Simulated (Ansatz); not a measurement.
# Aluminium, fcc under PBE: convergence with the cold (Marzari-Vanderbilt) smearing

How small must the cold (Marzari-Vanderbilt) smearing width be for energy and pressure to settle? The geometry was relaxed under PBE beforehand and stays fixed; 7 values are run, from 0.01 to 1.0 eV. Wanted are the values from which on the energy stays within 10 and 1 meV/atom, and the pressure within 0.5 GPa, of the narrowest run. Within the series other settings stay, but some runs also write fields, which adds to their time. Spin polarisation is left out.

Method: DFT PBE, plane waves with PAW, scalar-relativistic, in Ansatz 0.2.0.

### 1 Starting point

Symmetry: Fm-3m, No. 225, cubic system. The conventional cell has a = 4.040 Å, b = 4.040 Å, c = 4.040 Å, α = 90.00°, β = 90.00°, γ = 90.00°. Al (site symmetry m-3m) is surrounded by 12 Al at 2.86 Å.

Structure file:

```cif
data_structure
_symmetry_space_group_name_H-M 'Fm-3m'
_symmetry_Int_Tables_number 225
_cell_length_a 4.0399
_cell_length_b 4.0399
_cell_length_c 4.0399
_cell_angle_alpha 90.000
_cell_angle_beta 90.000
_cell_angle_gamma 90.000
_cell_volume 65.94
loop_
_atom_site_label
_atom_site_type_symbol
_atom_site_symmetry_multiplicity
_atom_site_Wyckoff_symbol
_atom_site_fract_x
_atom_site_fract_y
_atom_site_fract_z
_atom_site_occupancy
Al1 Al 4 a 0.00000 0.00000 0.00000 1
```

### 2 With a width of 0.01 eV

The run at 0.01 eV.

input.yaml

```yaml
crystal:
  lattice:
    - [0.0, 2.0199630948, 2.0199630948]
    - [2.0199630948, 0.0, 2.0199630948]
    - [2.0199630948, 2.0199630948, 0.0]
  atoms:
    - { symbol: Al, position: [0.0, 0.0, 0.0] }
hamiltonian:
  xc: pbe
  pseudopotentials:
    kind: paw
    azcp:
      Al: "pseudopotentials/Al.paw.azcp"
basis:
  ecutwfc: 420
  fft_grid_basis: typed
kpoints:
  mp_grid: { grid: [13, 13, 13], shift: [0, 0, 0] }
magnetization:
  spin_polarized: false
scf:
  occupations: { method: cold, width: 0.01 }
  lower_state_search: "off"
output:
  stress: true
  write_density: true
  write_potential: true
  elf: true
  volumetric_format: npy
```

Started as:

```sh
$ ansatz run input.yaml --threads 1 --pin off --max-ram 3584MiB --backend cpu --events-out ev --progress --plain --runs-dir out
```

The log of the run:

```text
Engine: ansatz 0.2.0, x86_64-unknown-linux-gnu
Pseudopotentials: kind: paw
Pseudopotential: Al, paw, valence charge 3, recommended cutoff 420 eV (normal), <dir>
Functional definition: PBE
  parameter kappa = 0.804
  parameter beta = 0.06672455060314922
  exchange = pbe_x(kappa = kappa, mu = beta*pi^2/3)
  correlation = pbe_c(beta = beta)
Crystal: 1 atoms, lattice volume = 16.484 Å³
Basis set: ecut = 420 eV, 331 PW (Γ)
Bands: 6, of which v1, the nominal top of the filled ones, is band 2 counted from 1 (1 counted from 0)
Symmetry: 48 space group operations
Space group: Fm-3m (ITA 225), of the structure as read, at distance tolerance 2.5e-5 Å
k-points: 84 of 2197
Non-local potential: Al, projectors of the file, l = 0: 2, l = 1: 2, l = 2: 1
PAW form: soft (Blöchl's): semilocal exchange-correlation on the pseudo side does not see the compensation charge
PAW one-centre angular grid: Al, 110 points (default); XC on 64 Gauss nodes
Initial density: superposition of atomic densities (neutral atoms: chi_scale 0, normalization atom), corrected by the library's trained network
Initial wavefunctions: pseudopotential atomic-orbital guess
Functional: x = pbe(κ = 0.804, μ = 0.2195149727645171), c = pbe(β = 0.06672455060314922)
SCF iter   1: F=—  HF=-537.498427 eV  |F-HF|=—  |Δ(HF+E_count)|=         —  Δρ=4.76e-4  dr2=1.24e-5  ethr=1.77e-3  ⟨swp⟩=4.9  Hψ=4489  notcnv=0
preconditioner: auto → none  [insulator: Δε(μ)=0.015 eV  Ē_g=13.200 eV  σ=0.010 eV  W_gap=0.78  n_scr=0 (ndim 8)  ℏωp=15.8 eV  f_vac=0.000  D(μ)=1.72/eV (n_scr^D=14)  ε∞_Penn≈2.4]
SCF iter   2: F=—  HF=-537.498449 eV  |F-HF|=—  |Δ(HF+E_count)|=   2.23e-5  S|Δr|=    0.00e0  Δρ=2.37e-4  dr2=2.68e-6  ethr=4.14e-7  ⟨swp⟩=2.3  Hψ=1490  notcnv=0  defer=24
SCF iter   3: F=-537.498459 eV  HF=-537.498459 eV  |F-HF|=6.94e-9  |Δ(HF+E_count)|=   9.99e-6  S|Δr|=    0.00e0  Δρ=1.31e-5  dr2=2.03e-8  ethr=3.33e-9  ⟨swp⟩=5.7  Hψ=2383  notcnv=0
SCF 1 converged in 3 iterations: F = -537.498459 eV  dr2 = 2.03e-8
SCF converged after 3 iterations
Stability not checked: this state was not tested for a lower state beside it, because cold or Methfessel-Paxton smearing, or corrected tetrahedra, fill the levels in a way that the test cannot read (fill_not_monotonic; see scf.lower_state_search)
Free energy (F): -537.498459 eV
Harris-Foulkes:  -537.498459 eV  (|F-HF|=6.94e-9)
Internal energy: -537.498437 eV  (E = F + TS)
E sigma→0 (E₀):  -537.498452 eV
Entropy (-TS):   -0.000022 eV (-0.022 meV/atom)
Fermi energy:    7.874053 eV
--- Per-component energies (eV) ---
  E_band       = 10.595177
  E_kinetic    = 22.783818
  E_local      = 9.908812  (includes V_loc(G=0)·N_el)
  E_nonlocal   = 10.319143
  E_hartree    = 0.104592
  E_xc         = -39.737731
  E_vxc        = -28.964586  (∫ρ·V_xc dr)
  E_paw        = -467.338164  (= ΣΔE_a)
  E_vpaw       = -3.661133  (= ΣTr[D̂ρ^β])
  E_aug_tail   = -0.000002  (compensation charges beyond the density's cutoff)
  E_ewald      = -73.538905
  E_smearing   = -0.000022  (= −TS)
  E_closure    = 0.000000  (closes the sum)
  Σ components = -537.498459   (vs F -537.498459, Δ=0.00e0)
--- Stress (GPa, compression-positive) ---
        0.110144      -0.000000       0.000000
       -0.000000       0.110144      -0.000000
        0.000000       0.000000       0.110144
  P = ⅓ Tr σ = 0.1101 GPa (1.101 kbar)
--- Band table (eV; the first three rows and the last of 84) ---
  k-point 0: bands = ["-3.1793", "20.4817", "20.4817", "20.4817", "22.0833", "22.0833"]
  k-point 1: bands = ["-3.0185", "18.1801", "20.0053", "20.0053", "22.7156", "22.8038"]
  k-point 2: bands = ["-2.5370", "15.0918", "19.3590", "19.3590", "22.5795", "23.9145"]
  k-point 83: bands = ["6.0547", "7.4894", "8.6330", "9.4644", "22.8334", "23.7149"]
```

Wall time 1.5 s (1 thread of Intel Xeon Platinum 8259CL at 2.50GHz (Skylake/Cascade Lake), shared host); peak memory 0.44 GiB.

### 3 With a width of 0.03 eV

The run at 0.03 eV.

Changes to input.yaml since step 2:

```diff
@@ -21,3 +21,3 @@
 scf:
-  occupations: { method: cold, width: 0.01 }
+  occupations: { method: cold, width: 0.03 }
   lower_state_search: "off"
@@ -25,5 +25 @@
   stress: true
-  write_density: true
-  write_potential: true
-  elf: true
-  volumetric_format: npy
```

Started as:

```sh
$ ansatz run input.yaml --threads 1 --pin off --max-ram 3584MiB --backend cpu --events-out ev --progress --plain --runs-dir out
```

The log of the run:

```text
[... 8 set-up lines as earlier in the session ...]
Crystal: 1 atoms, lattice volume = 16.484 Å³
Basis set: ecut = 420 eV, 331 PW (Γ)
Bands: 6, of which v1, the nominal top of the filled ones, is band 2 counted from 1 (1 counted from 0)
[... 2 set-up lines as earlier in the session ...]
k-points: 84 of 2197
[... 6 set-up lines as earlier in the session ...]
SCF iter   1: F=—  HF=-537.498502 eV  |F-HF|=—  |Δ(HF+E_count)|=         —  Δρ=4.80e-4  dr2=1.32e-5  ethr=1.77e-3  ⟨swp⟩=4.8  Hψ=4459  notcnv=0
preconditioner: auto → none  [metal: Δε(μ)=0.015 eV  Ē_g=13.200 eV  σ=0.030 eV  W_gap=0.33  n_scr=0 (ndim 8)  ℏωp=15.8 eV  f_vac=0.000  D(μ)=0.88/eV (n_scr^D=8)]
SCF iter   2: F=—  HF=-537.498524 eV  |F-HF|=—  |Δ(HF+E_count)|=   2.21e-5  S|Δr|=    0.00e0  Δρ=2.38e-4  dr2=2.77e-6  ethr=4.39e-7  ⟨swp⟩=2.0  Hψ=1288  notcnv=0  defer=3
SCF iter   3: F=-537.498534 eV  HF=-537.498534 eV  |F-HF|=9.33e-9  |Δ(HF+E_count)|=   9.85e-6  S|Δr|=    0.00e0  Δρ=1.34e-5  dr2=2.01e-8  ethr=3.33e-9  ⟨swp⟩=2.0  Hψ=1415  notcnv=0
SCF 1 converged in 3 iterations: F = -537.498534 eV  dr2 = 2.01e-8
SCF converged after 3 iterations
Stability not checked: this state was not tested for a lower state beside it, because cold or Methfessel-Paxton smearing, or corrected tetrahedra, fill the levels in a way that the test cannot read (fill_not_monotonic; see scf.lower_state_search)
Free energy (F): -537.498534 eV
Harris-Foulkes:  -537.498534 eV  (|F-HF|=9.33e-9)
Internal energy: -537.498446 eV  (E = F + TS)
E sigma→0 (E₀):  -537.498505 eV
Entropy (-TS):   -0.000088 eV (-0.088 meV/atom)
Fermi energy:    7.874437 eV
--- Per-component energies (eV) ---
  E_band       = 10.595234
  E_kinetic    = 22.783730
  E_local      = 9.907929  (includes V_loc(G=0)·N_el)
  E_nonlocal   = 10.320410
  E_hartree    = 0.104632
  E_xc         = -39.737908
  E_vxc        = -28.964730  (∫ρ·V_xc dr)
  E_paw        = -467.338334  (= ΣΔE_a)
  E_vpaw       = -3.661313  (= ΣTr[D̂ρ^β])
  E_aug_tail   = -0.000002  (compensation charges beyond the density's cutoff)
  E_ewald      = -73.538905
  E_smearing   = -0.000088  (= −TS)
  E_closure    = -0.000000  (closes the sum)
  Σ components = -537.498534   (vs F -537.498534, Δ=0.00e0)
--- Stress (GPa, compression-positive) ---
        0.122502      -0.000000      -0.000000
       -0.000000       0.122502      -0.000000
        0.000000      -0.000000       0.122502
  P = ⅓ Tr σ = 0.1225 GPa (1.225 kbar)
```

Run time: 0.64 s. Hardware: 1 thread of Intel Xeon Platinum 8259CL at 2.50GHz (Skylake/Cascade Lake), shared host; peak memory 0.44 GiB.

### 4 With a width of 0.1 eV

The run at 0.1 eV.

Changes to input.yaml since step 3:

```diff
@@ -21,3 +21,3 @@
 scf:
-  occupations: { method: cold, width: 0.03 }
+  occupations: { method: cold, width: 0.1 }
   lower_state_search: "off"
```

Started as:

```sh
$ ansatz run input.yaml --threads 1 --pin off --max-ram 3584MiB --backend cpu --events-out ev --progress --plain --runs-dir out
```

The log of the run:

```text
[... 8 set-up lines as earlier in the session ...]
Crystal: 1 atoms, lattice volume = 16.484 Å³
Basis set: ecut = 420 eV, 331 PW (Γ)
Bands: 6, of which v1, the nominal top of the filled ones, is band 2 counted from 1 (1 counted from 0)
[... 2 set-up lines as earlier in the session ...]
k-points: 84 of 2197
[... 6 set-up lines as earlier in the session ...]
SCF iter   1: F=—  HF=-537.498760 eV  |F-HF|=—  |Δ(HF+E_count)|=         —  Δρ=5.06e-4  dr2=1.58e-5  ethr=1.77e-3  ⟨swp⟩=4.8  Hψ=4259  notcnv=0
preconditioner: auto → none  [metal: Δε(μ)=0.015 eV  Ē_g=13.200 eV  σ=0.100 eV  W_gap=0.10  n_scr=0 (ndim 8)  ℏωp=15.8 eV  f_vac=0.000  D(μ)=0.42/eV (n_scr^D=0)]
SCF iter   2: F=—  HF=-537.498786 eV  |F-HF|=—  |Δ(HF+E_count)|=   2.60e-5  S|Δr|=    0.00e0  Δρ=2.51e-4  dr2=3.45e-6  ethr=5.27e-7  ⟨swp⟩=2.0  Hψ=1283  notcnv=0
SCF iter   3: F=-537.498797 eV  HF=-537.498797 eV  |F-HF|=6.08e-9  |Δ(HF+E_count)|=   1.14e-5  S|Δr|=    0.00e0  Δρ=1.35e-5  dr2=2.30e-8  ethr=3.33e-9  ⟨swp⟩=2.1  Hψ=1422  notcnv=0
SCF 1 converged in 3 iterations: F = -537.498797 eV  dr2 = 2.30e-8
SCF converged after 3 iterations
Stability not checked: this state was not tested for a lower state beside it, because cold or Methfessel-Paxton smearing, or corrected tetrahedra, fill the levels in a way that the test cannot read (fill_not_monotonic; see scf.lower_state_search)
Free energy (F): -537.498797 eV
Harris-Foulkes:  -537.498797 eV  (|F-HF|=6.08e-9)
Internal energy: -537.498956 eV  (E = F + TS)
E sigma→0 (E₀):  -537.498850 eV
Entropy (-TS):   0.000159 eV (0.159 meV/atom)
Fermi energy:    7.875661 eV
--- Per-component energies (eV) ---
  E_band       = 10.595014
  E_kinetic    = 22.788871
  E_local      = 9.915415  (includes V_loc(G=0)·N_el)
  E_nonlocal   = 10.303748
  E_hartree    = 0.105348
  E_xc         = -39.736289
  E_vxc        = -28.963886  (∫ρ·V_xc dr)
  E_paw        = -467.337143  (= ΣΔE_a)
  E_vpaw       = -3.659765  (= ΣTr[D̂ρ^β])
  E_aug_tail   = -0.000002  (compensation charges beyond the density's cutoff)
  E_ewald      = -73.538905
  E_smearing   = 0.000159  (= −TS)
  E_closure    = -0.000000  (closes the sum)
  Σ components = -537.498797   (vs F -537.498797, Δ=0.00e0)
--- Stress (GPa, compression-positive) ---
       -0.023715      -0.000000       0.000000
       -0.000000      -0.023715       0.000000
        0.000000      -0.000000      -0.023715
  P = ⅓ Tr σ = -0.0237 GPa (-0.237 kbar)
```

It took 0.68 s on 1 thread of Intel Xeon Platinum 8259CL at 2.50GHz (Skylake/Cascade Lake), shared host; peak memory 0.44 GiB.

### 5 With a width of 0.2 eV

The run at 0.2 eV.

Changes to input.yaml since step 4:

```diff
@@ -21,3 +21,3 @@
 scf:
-  occupations: { method: cold, width: 0.1 }
+  occupations: { method: cold, width: 0.2 }
   lower_state_search: "off"
```

Started as:

```sh
$ ansatz run input.yaml --threads 1 --pin off --max-ram 3584MiB --backend cpu --events-out ev --progress --plain --runs-dir out
```

The log of the run:

```text
[... 8 set-up lines as earlier in the session ...]
Crystal: 1 atoms, lattice volume = 16.484 Å³
Basis set: ecut = 420 eV, 331 PW (Γ)
Bands: 6, of which v1, the nominal top of the filled ones, is band 2 counted from 1 (1 counted from 0)
[... 2 set-up lines as earlier in the session ...]
k-points: 84 of 2197
[... 6 set-up lines as earlier in the session ...]
SCF iter   1: F=—  HF=-537.498206 eV  |F-HF|=—  |Δ(HF+E_count)|=         —  Δρ=5.06e-4  dr2=1.52e-5  ethr=1.77e-3  ⟨swp⟩=4.5  Hψ=4108  notcnv=0
preconditioner: auto → none  [metal: Δε(μ)=0.015 eV  Ē_g=13.200 eV  σ=0.200 eV  W_gap=0.05  n_scr=0 (ndim 8)  ℏωp=15.8 eV  f_vac=0.000  D(μ)=0.48/eV (n_scr^D=0)]
SCF iter   2: F=—  HF=-537.498232 eV  |F-HF|=—  |Δ(HF+E_count)|=   2.57e-5  S|Δr|=    0.00e0  Δρ=2.53e-4  dr2=3.49e-6  ethr=5.07e-7  ⟨swp⟩=2.0  Hψ=1283  notcnv=0
SCF iter   3: F=-537.498244 eV  HF=-537.498243 eV  |F-HF|=2.42e-9  |Δ(HF+E_count)|=   1.19e-5  S|Δr|=    0.00e0  Δρ=1.27e-5  dr2=2.22e-8  ethr=3.33e-9  ⟨swp⟩=2.2  Hψ=1433  notcnv=0
SCF 1 converged in 3 iterations: F = -537.498244 eV  dr2 = 2.22e-8
SCF converged after 3 iterations
Stability not checked: this state was not tested for a lower state beside it, because cold or Methfessel-Paxton smearing, or corrected tetrahedra, fill the levels in a way that the test cannot read (fill_not_monotonic; see scf.lower_state_search)
Free energy (F): -537.498244 eV
Harris-Foulkes:  -537.498243 eV  (|F-HF|=2.42e-9)
Internal energy: -537.499032 eV  (E = F + TS)
E sigma→0 (E₀):  -537.498506 eV
Entropy (-TS):   0.000788 eV (0.788 meV/atom)
Fermi energy:    7.874775 eV
--- Per-component energies (eV) ---
  E_band       = 10.594812
  E_kinetic    = 22.790003
  E_local      = 9.919092  (includes V_loc(G=0)·N_el)
  E_nonlocal   = 10.297362
  E_hartree    = 0.105369
  E_xc         = -39.735572
  E_vxc        = -28.963390  (∫ρ·V_xc dr)
  E_paw        = -467.336378  (= ΣΔE_a)
  E_vpaw       = -3.658920  (= ΣTr[D̂ρ^β])
  E_aug_tail   = -0.000002  (compensation charges beyond the density's cutoff)
  E_ewald      = -73.538905
  E_smearing   = 0.000788  (= −TS)
  E_closure    = 0.000000  (closes the sum)
  Σ components = -537.498244   (vs F -537.498244, Δ=0.00e0)
--- Stress (GPa, compression-positive) ---
       -0.083624       0.000000       0.000000
        0.000000      -0.083624       0.000000
       -0.000000       0.000000      -0.083624
  P = ⅓ Tr σ = -0.0836 GPa (-0.836 kbar)
```

Wall time 0.71 s (1 thread of Intel Xeon Platinum 8259CL at 2.50GHz (Skylake/Cascade Lake), shared host); peak memory 0.44 GiB.

[end of part 1 of 2]
